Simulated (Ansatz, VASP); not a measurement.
**One calculation of MgS (Niningerite), two programs**

INCAR

```
SYSTEM = MgS
ALGO = Normal ; EDIFF = 1E-7
ENCUT = 520 ; GGA = PS
ISIF = 2 ; ISMEAR = -1
LASPH = .TRUE. ; LCHARG = .FALSE.
LREAL = .FALSE. ; LWAVE = .FALSE.
NBANDS = 11 ; NELM = 80
PREC = Accurate ; SIGMA = 0.05
```

The input KPOINTS:

```
k-points
0
G
  9 9 9
  0 0 0
```

POSCAR

```
MgS
1.0
    0.0000000000      2.5664882573      2.5664882573
    2.5664882573      0.0000000000      2.5664882573
    2.5664882573      2.5664882573      0.0000000000
S Mg
1 1
Direct
    0.5000000000      0.5000000000      0.5000000000
    0.0000000000      0.0000000000      0.0000000000
```

input.yaml

```yaml
crystal:
  lattice:
    - [0.0, 2.5664882573, 2.5664882573]
    - [2.5664882573, 0.0, 2.5664882573]
    - [2.5664882573, 2.5664882573, 0.0]
  atoms:
    - { symbol: S, position: [0.5, 0.5, 0.5] }
    - { symbol: Mg, position: [0.0, 0.0, 0.0] }
hamiltonian:
  xc: pbesol
  pseudopotentials: { kind: paw }
kpoints:
  mp_grid: { grid: [9, 9, 9] }
scf:
  occupations: { method: fermi_dirac, width: 0.05 }
output:
  forces: true
  stress: true
  eigenvalues: true
```

Change from the starting cell: volume scaled by 0.96.

Alike in both runs: task single point; functional PBEsol; k mesh 9 × 9 × 9; occupations fermi-dirac, width 0.05 eV; no spin polarisation.

|  | VASP | Ansatz |
| --- | --- | --- |
| version | VASP 6.6.1 | Ansatz 0.2.0 |
| potentials or method | VASP PAW PBE potentials, release 64 (S, Mg) | Ansatz PAW |
| plane-wave cutoff (eV) | 520 | 420 |
| valence electrons in the cell | 8 | 16 |

Ansatz gave:

* gap on the k mesh at the Fermi level (eV): 2.91
* least direct gap on the mesh (eV): 3.92
* pressure (GPa): 2.4

Task: What did VASP give for the same quantities?

Result: gap on the k mesh at the Fermi level (eV): 2.92; least direct gap on the mesh (eV): 3.92; pressure (GPa): 2.2.

The two sets of potentials don't hold the same shells in valence.

Caveats: the PAW data sets were made with another functional, which shifts forces and pressure a little (VASP); an odd mesh through Γ misses points on the zone boundary, where band edges often lie (VASP); odd divisions of the mesh miss points on the zone boundary, where band edges often lie, so the gap on the mesh can be too wide (Ansatz); the PAW data sets come from PBE, with cores solved anew for the run's functional, which leaves a small shift of forces and pressure (Ansatz).
